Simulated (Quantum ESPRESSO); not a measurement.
# Ag (Fm-3m) in Quantum ESPRESSO: notebook

One crystal, Ag, is run at these levels: AM05, PBEint; tasks: band structure, single point, equation of state.

Program: Quantum ESPRESSO 7.5. These are calculated values, not measurements. Logs are shortened: lines on timing, memory, paths and dates and some standing lists are left out, and cuts for length are marked.

## 1. The crystal as given

Symmetry: Fm-3m, No. 225, cubic system. The conventional cell has a = 4.085 Å, b = 4.085 Å, c = 4.085 Å, α = 90.00°, β = 90.00°, γ = 90.00°. Ag (site symmetry m-3m) is surrounded by 12 Ag at 2.89 Å.

## 2. Band structure, AM05, spin-orbit coupling, no magnetisation

File pw.in:

```
&CONTROL
  calculation = 'scf'
  prefix = 'pwscf'
  outdir = './tmp'
  pseudo_dir = './pseudo'
  tprnfor = .true.
  tstress = .true.
  disk_io = 'low'
/
&SYSTEM
  ibrav = 0
  nat = 1
  ntyp = 1
  ecutwfc = 82
  nbnd = 32
  input_dft = 'XC-000I-000I-120L-135L-000I-000I'
  occupations = 'smearing'
  smearing = 'fd'
  degauss = 0.00367493
  noncolin = .true.
  lspinorb = .true.
/
&ELECTRONS
  conv_thr = 2d-10
  electron_maxstep = 120
  mixing_beta = 0.5
/
ATOMIC_SPECIES
Ag   107.8682 Ag.upf
CELL_PARAMETERS angstrom
   0.0000000000    2.0427500000    2.0427500000
   2.0427500000    0.0000000000    2.0427500000
   2.0427500000    2.0427500000    0.0000000000
ATOMIC_POSITIONS angstrom
Ag     0.0000000000    0.0000000000    0.0000000000
K_POINTS automatic
11 11 11 0 0 0
```

File bands.in:

```
&CONTROL
  calculation = 'bands'
  prefix = 'pwscf'
  outdir = './tmp'
  pseudo_dir = './pseudo'
  disk_io = 'low'
  verbosity = 'high'
/
&SYSTEM
  ibrav = 0
  nat = 1
  ntyp = 1
  ecutwfc = 82
  nbnd = 32
  input_dft = 'XC-000I-000I-120L-135L-000I-000I'
  occupations = 'smearing'
  smearing = 'fd'
  degauss = 0.00367493
  noncolin = .true.
  lspinorb = .true.
/
&ELECTRONS
  conv_thr = 1d-08
  electron_maxstep = 120
  mixing_beta = 0.5
  diago_full_acc = .true.
/
ATOMIC_SPECIES
Ag   107.8682 Ag.upf
CELL_PARAMETERS angstrom
   0.0000000000    2.0427500000    2.0427500000
   2.0427500000    0.0000000000    2.0427500000
   2.0427500000    2.0427500000    0.0000000000
ATOMIC_POSITIONS angstrom
Ag     0.0000000000    0.0000000000    0.0000000000
K_POINTS crystal
60
 0.0000000000  0.0000000000  0.0000000000 1
 0.0625000000  0.0000000000  0.0625000000 1
 0.1250000000  0.0000000000  0.1250000000 1
 0.1875000000  0.0000000000  0.1875000000 1
 0.2500000000  0.0000000000  0.2500000000 1
 0.3125000000  0.0000000000  0.3125000000 1
 0.3750000000  0.0000000000  0.3750000000 1
 0.4375000000  0.0000000000  0.4375000000 1
 0.5000000000  0.0000000000  0.5000000000 1
 0.5000000000  0.0625000000  0.5625000000 1
 0.5000000000  0.1250000000  0.6250000000 1
 0.5000000000  0.1875000000  0.6875000000 1
 0.5000000000  0.2500000000  0.7500000000 1
 0.4375000000  0.3125000000  0.7500000000 1
 0.3750000000  0.3750000000  0.7500000000 1
 0.3375000000  0.3375000000  0.6750000000 1
 0.3000000000  0.3000000000  0.6000000000 1
 0.2625000000  0.2625000000  0.5250000000 1
 0.2250000000  0.2250000000  0.4500000000 1
 0.1875000000  0.1875000000  0.3750000000 1
 0.1500000000  0.1500000000  0.3000000000 1
 0.1125000000  0.1125000000  0.2250000000 1
 0.0750000000  0.0750000000  0.1500000000 1
 0.0375000000  0.0375000000  0.0750000000 1
 0.0000000000  0.0000000000  0.0000000000 1
 0.0625000000  0.0625000000  0.0625000000 1
 0.1250000000  0.1250000000  0.1250000000 1
 0.1875000000  0.1875000000  0.1875000000 1
 0.2500000000  0.2500000000  0.2500000000 1
 0.3125000000  0.3125000000  0.3125000000 1
 0.3750000000  0.3750000000  0.3750000000 1
 0.4375000000  0.4375000000  0.4375000000 1
 0.5000000000  0.5000000000  0.5000000000 1
 0.5250000000  0.4500000000  0.5250000000 1
 0.5500000000  0.4000000000  0.5500000000 1
 0.5750000000  0.3500000000  0.5750000000 1
 0.6000000000  0.3000000000  0.6000000000 1
 0.6250000000  0.2500000000  0.6250000000 1
 0.5833333333  0.2500000000  0.6666666667 1
 0.5416666667  0.2500000000  0.7083333333 1
 0.5000000000  0.2500000000  0.7500000000 1
 0.5000000000  0.2857142857  0.7142857143 1
 0.5000000000  0.3214285714  0.6785714286 1
 0.5000000000  0.3571428571  0.6428571429 1
 0.5000000000  0.3928571429  0.6071428571 1
 0.5000000000  0.4285714286  0.5714285714 1
 0.5000000000  0.4642857143  0.5357142857 1
 0.5000000000  0.5000000000  0.5000000000 1
 0.4821428571  0.4821428571  0.5357142857 1
 0.4642857143  0.4642857143  0.5714285714 1
 0.4464285714  0.4464285714  0.6071428571 1
 0.4285714286  0.4285714286  0.6428571429 1
 0.4107142857  0.4107142857  0.6785714286 1
 0.3928571429  0.3928571429  0.7142857143 1
 0.3750000000  0.3750000000  0.7500000000 1
 0.6250000000  0.2500000000  0.6250000000 1
 0.5937500000  0.1875000000  0.5937500000 1
 0.5625000000  0.1250000000  0.5625000000 1
 0.5312500000  0.0625000000  0.5312500000 1
 0.5000000000  0.0000000000  0.5000000000 1
```

Potentials or basis: PseudoDojo 0.4 FR PBE standard.

Launch:

```
OMP_NUM_THREADS=1 pw.x -in pw.in > pw.out
OMP_NUM_THREADS=1 pw.x -in bands.in > bands.out
```

pw.out:

```text
This program is part of the open-source Quantum ESPRESSO suite
     for quantum simulation of materials; please cite
         "P. Giannozzi et al., J. Phys.:Condens. Matter 21 395502 (2009);
         "P. Giannozzi et al., J. Phys.:Condens. Matter 29 465901 (2017);
         "P. Giannozzi et al., J. Chem. Phys. 152 154105 (2020);
     in publications or presentations arising from this work. More details at

     IMPORTANT: XC functional enforced from input :
     Exchange-correlation= XC-000I-000I-120L-135L-000I-000I
                           (   0   0 120 135   0   0   0)
     Any further DFT definition will be discarded
     Please, verify this is what you really want

     Message from routine setup:
     using ibrav=0 with symmetry is DISCOURAGED, use correct ibrav instead

     G-vector sticks info
     --------------------
     sticks:   dense  smooth     PW     G-vecs:    dense   smooth      PW
     Sum         673     673    211                11575    11575    1989

     Using Slab Decomposition

     bravais-lattice index     =            0
     lattice parameter (alat)  =       5.4592  a.u.
     unit-cell volume          =     115.0462 (a.u.)^3
     number of atoms/cell      =            1
     number of atomic types    =            1
     number of electrons       =        19.00
     number of Kohn-Sham states=           32
     kinetic-energy cutoff     =      82.0000  Ry
     charge density cutoff     =     328.0000  Ry
     scf convergence threshold =      2.0E-10
     mixing beta               =       0.5000
     number of iterations used =            8  plain     mixing
     Exchange-correlation= XC-000I-000I-120L-135L-000I-000I
                           (   0   0 120 135   0   0   0)
     Non magnetic calculation with spin-orbit

     celldm(1)=   5.459201  celldm(2)=   0.000000  celldm(3)=   0.000000
     celldm(4)=   0.000000  celldm(5)=   0.000000  celldm(6)=   0.000000

     crystal axes: (cart. coord. in units of alat)
               a(1) = (   0.000000   0.707107   0.707107 )
               a(2) = (   0.707107   0.000000   0.707107 )
               a(3) = (   0.707107   0.707107   0.000000 )

     reciprocal axes: (cart. coord. in units 2 pi/alat)
               b(1) = ( -0.707107  0.707107  0.707107 )
               b(2) = (  0.707107 -0.707107  0.707107 )
               b(3) = (  0.707107  0.707107 -0.707107 )

     PseudoPot. # 1 for Ag read from file:
     Ag.upf
     Pseudo is Norm-conserving + core correction, Zval = 19.0
     Generated using ONCVPSP code by D. R. Hamann
     Using radial grid of 1538 points, 10 beta functions with:
                l(1) =   0
                l(2) =   0
                l(3) =   1
                l(4) =   1
                l(5) =   1
                l(6) =   1
                l(7) =   2
                l(8) =   2
                l(9) =   2
               l(10) =   2

     atomic species   valence    mass     pseudopotential
     Ag               19.00   107.86820     Ag( 1.00)

     48 Sym. Ops., with inversion, found

   Cartesian axes

     site n.     atom                  positions (alat units)
         1        Ag     tau(   1) = (   0.0000000   0.0000000   0.0000000  )

     number of k points=    56  Fermi-Dirac smearing, width (Ry)=  0.0037
                       cart. coord. in units 2pi/alat
        k(    1) = (   0.0000000   0.0000000   0.0000000), wk =   0.0007513
        k(    2) = (   0.0642824   0.0642824  -0.0642824), wk =   0.0060105
        k(    3) = (   0.1285649   0.1285649  -0.1285649), wk =   0.0060105
        k(    4) = (   0.1928473   0.1928473  -0.1928473), wk =   0.0060105
        k(    5) = (   0.2571297   0.2571297  -0.2571297), wk =   0.0060105
        k(    6) = (   0.3214122   0.3214122  -0.3214122), wk =   0.0060105
[... 48 lines left out ...]
        k(   55) = (  -0.0642824  -0.4499770   0.7071068), wk =   0.0180316
        k(   56) = (   0.0000000  -0.3856946   0.6428243), wk =   0.0180316

     Dense  grid:    11575 G-vectors     FFT dimensions: (  32,  32,  32)

[... 45 lines left out ...]

          k = 0.6428-0.0000 0.0000 (  1432 PWs)   bands (ev):

   -74.5324 -74.5324 -41.5876 -41.5876 -36.5341 -36.5341 -36.4659 -36.4659
    10.8829  10.8829  11.0190  11.0190  14.2765  14.2765  14.4186  14.4186
    14.7520  14.7520  18.2809  18.2809  24.7023  24.7023  27.9012  27.9012
    28.3365  28.3365  34.3424  34.3424  34.4562  34.4562  47.2689  47.2689

          k =-0.0000-0.6428 0.6428 (  1428 PWs)   bands (ev):

   -74.5319 -74.5319 -41.5891 -41.5891 -36.5349 -36.5349 -36.4693 -36.4693
    10.9314  10.9314  11.0811  11.0811  14.1759  14.1759  14.3064  14.3064
    14.6817  14.6817  19.2920  19.2920  24.0450  24.0450  26.7306  26.7306
    28.2846  28.2846  34.3394  34.3394  35.8576  35.8576  46.6819  46.6819

          k = 0.2571 0.1286 0.0000 (  1441 PWs)   bands (ev):

   -74.5470 -74.5470 -41.5405 -41.5405 -36.4509 -36.4509 -36.4167 -36.4167
    10.9421  10.9421  12.0436  12.0436  12.6391  12.6391  13.1370  13.1370
    13.4320  13.4320  14.0249  14.0249  31.3688  31.3688  31.7135  31.7135
    35.8708  35.8708  36.0626  36.0626  39.6243  39.6243  41.2772  41.2772
[... 52 lines left out ...]
   -74.5358 -74.5358 -41.5767 -41.5767 -36.5154 -36.5154 -36.4542 -36.4542
    11.7727  11.7727  12.0813  12.0813  12.5509  12.5509  13.3739  13.3739
    14.0206  14.0206  17.8190  17.8190  24.2578  24.2578  27.5703  27.5703
    31.5587  31.5587  36.4148  36.4148  39.9594  39.9594  44.1688  44.1688

          k = 0.0000-0.2571 0.3857 (  1443 PWs)   bands (ev):

   -74.5389 -74.5389 -41.5667 -41.5667 -36.4995 -36.4995 -36.4419 -36.4419
    11.8973  11.8973  12.0269  12.0269  12.3748  12.3748  13.4706  13.4706
    13.6419  13.6419  16.0413  16.0413  27.4080  27.4080  27.7055  27.7055
    32.9758  32.9758  37.7616  37.7616  38.3640  38.3640  42.8307  42.8307

          k = 0.5143 0.1286 0.0000 (  1435 PWs)   bands (ev):

   -74.5356 -74.5356 -41.5773 -41.5773 -36.5139 -36.5139 -36.4575 -36.4575
    11.3153  11.3153  11.3702  11.3702  13.3844  13.3844  14.0856  14.0856
    14.2716  14.2716  16.6887  16.6887  27.7341  27.7341  28.2022  28.2022
    28.5734  28.5734  35.4936  35.4936  36.3758  36.3758  44.8622  44.8622
[... 10 lines left out ...]
   -74.5327 -74.5327 -41.5865 -41.5865 -36.5236 -36.5236 -36.4741 -36.4741
    11.4637  11.4637  11.8470  11.8470  12.8571  12.8571  13.6755  13.6755
    14.4063  14.4063  21.2478  21.2478  22.2740  22.2740  25.5362  25.5362
    28.9317  28.9317  35.7191  35.7191  41.9613  41.9613  43.0223  43.0223

          k = 0.0000-0.3857 0.5143 (  1451 PWs)   bands (ev):

   -74.5336 -74.5336 -41.5837 -41.5837 -36.5203 -36.5203 -36.4695 -36.4695
    11.7141  11.7141  12.1155  12.1155  12.4798  12.4798  13.5297  13.5297
    14.1753  14.1753  19.8533  19.8533  23.8400  23.8400  25.0677  25.0677
    30.1411  30.1411  36.0373  36.0373  41.2667  41.2667  45.6062  45.6063
[... 31 lines left out ...]
   -74.5322 -74.5322 -41.5880 -41.5880 -36.5232 -36.5232 -36.4789 -36.4789
    11.4642  11.4642  11.6611  11.6611  12.8841  12.8841  13.8144  13.8144
    14.5639  14.5639  20.7777  20.7777  24.8856  24.8856  25.0947  25.0947
    26.0892  26.0892  37.8564  37.8564  39.5705  39.5705  42.6308  42.6308

          k = 0.0000-0.3857 0.6428 (  1446 PWs)   bands (ev):

   -74.5321 -74.5321 -41.5885 -41.5885 -36.5207 -36.5207 -36.4827 -36.4827
    11.5926  11.5926  11.9984  11.9984  12.4757  12.4757  13.6448  13.6448
    14.5568  14.5568  22.5630  22.5630  22.8615  22.8615  24.6068  24.6068
    26.4935  26.4935  38.4823  38.4823  40.9252  40.9252  42.3514  42.3514

     the Fermi energy is    17.5035 ev

!    total energy              =    -309.45688744 Ry
     estimated scf accuracy    <          2.0E-10 Ry
     smearing contrib. (-TS)   =      -0.00017828 Ry
     internal energy E=F+TS    =    -309.45670915 Ry

     The total energy is F=E-TS. E is the sum of the following terms:
     one-electron contribution =    -119.95520451 Ry
     hartree contribution      =      70.62665113 Ry
     xc contribution           =     -45.74562403 Ry
     ewald contribution        =    -214.38253174 Ry

     convergence has been achieved in  15 iterations

     Forces acting on atoms (cartesian axes, Ry/au):

     atom    1 type  1   force =     0.00000000    0.00000000    0.00000000

     Total force =     0.000000     Total SCF correction =     0.000000

     Computing stress (Cartesian axis) and pressure

          total   stress  (Ry/bohr**3)                   (kbar)     P=      -28.13
  -0.00019123  -0.00000000   0.00000000          -28.13       -0.00        0.00
  -0.00000000  -0.00019123  -0.00000000           -0.00      -28.13       -0.00
   0.00000000  -0.00000000  -0.00019123            0.00       -0.00      -28.13

=------------------------------------------------------------------------------=
   JOB DONE.
=------------------------------------------------------------------------------=
```

Wall time 91 s (1 thread of Intel Xeon at 2.60GHz (Ice Lake), shared host); peak memory 0.14 GiB.

Results:

```
Free energy            : -4210.3754 eV
Pressure               : -2.8 GPa
Band gap on the k mesh : none (metal or under the smearing width)
```

Levels at the corners of the path, in eV from the Fermi level:
| point | band 14 | band 15 | band 16 | band 17 | band 18 | band 19 | band 20 | band 21 | band 22 | band 23 |
| --- | --- | --- | --- | --- | --- | --- | --- | --- | --- | --- |
| Γ | -5.14 | -4.75 | -4.75 | -3.86 | -3.86 | -3.86 | -3.86 | 15.89 | 15.89 | 19.20 |
| X | -3.21 | -3.03 | -3.03 | -2.70 | -2.70 | 1.32 | 1.32 | 6.52 | 6.52 | 10.24 |
| W | -5.17 | -3.87 | -3.87 | -2.89 | -2.89 | 5.55 | 5.55 | 5.88 | 5.88 | 6.78 |
| K | -4.27 | -3.70 | -3.70 | -3.14 | -3.14 | 4.03 | 4.03 | 5.03 | 5.03 | 6.92 |
| Γ | -5.14 | -4.75 | -4.75 | -3.86 | -3.86 | -3.86 | -3.86 | 15.89 | 15.89 | 19.20 |
| L | -4.80 | -3.21 | -3.21 | -2.99 | -2.99 | -0.69 | -0.69 | 3.40 | 3.40 | 15.08 |
| U | -4.27 | -3.70 | -3.70 | -3.14 | -3.14 | 4.03 | 4.03 | 5.03 | 5.03 | 6.92 |
| W | -5.17 | -3.87 | -3.87 | -2.89 | -2.89 | 5.55 | 5.55 | 5.88 | 5.88 | 6.78 |
| L | -4.80 | -3.21 | -3.21 | -2.99 | -2.99 | -0.69 | -0.69 | 3.40 | 3.40 | 15.08 |
| K | -4.27 | -3.70 | -3.70 | -3.14 | -3.14 | 4.03 | 4.03 | 5.03 | 5.03 | 6.92 |
| U | -4.27 | -3.70 | -3.70 | -3.14 | -3.14 | 4.03 | 4.03 | 5.03 | 5.03 | 6.92 |
| X | -3.21 | -3.03 | -3.03 | -2.70 | -2.70 | 1.32 | 1.32 | 6.52 | 6.52 | 10.24 |

Caveat: the potentials were made for another functional, which shifts forces and pressure.

## 3. Single point, PBEint, 16.03 Å³/atom

File pw.in:

```
&CONTROL
  calculation = 'scf'
  prefix = 'pwscf'
  outdir = './tmp'
  pseudo_dir = './pseudo'
  tprnfor = .true.
  tstress = .true.
  disk_io = 'nowf'
/
&SYSTEM
  ibrav = 0
  nat = 1
  ntyp = 1
  ecutwfc = 82
  nbnd = 16
  input_dft = 'XC-000I-000I-060L-062L-000I-000I'
  occupations = 'smearing'
  smearing = 'fd'
  degauss = 0.00367493
/
&ELECTRONS
  conv_thr = 2d-10
  electron_maxstep = 120
  mixing_beta = 0.5
/
ATOMIC_SPECIES
Ag   107.8682 Ag.upf
CELL_PARAMETERS angstrom
   0.0000000000    2.0010495236    2.0010495236
   2.0010495236    0.0000000000    2.0010495236
   2.0010495236    2.0010495236    0.0000000000
ATOMIC_POSITIONS crystal
Ag     0.0000000000    0.0000000000    0.0000000000
K_POINTS automatic
11 11 11 0 0 0
```

Potentials or basis: PseudoDojo 0.4.1 SR PBE standard.

Launch:

```
OMP_NUM_THREADS=1 pw.x -in pw.in > pw.out
```

It took 9.9 s on 1 thread of Intel Xeon at 2.60GHz (Ice Lake), shared host; peak memory 0.09 GiB.

The run converged. Its results:

```
Free energy            : -4212.7157 eV
Pressure               : 6.7 GPa
Band gap on the k mesh : none (metal or under the smearing width)
```

Caveat: the potentials were made for another functional, which shifts forces and pressure.

(Continued in part 2 of 2.)
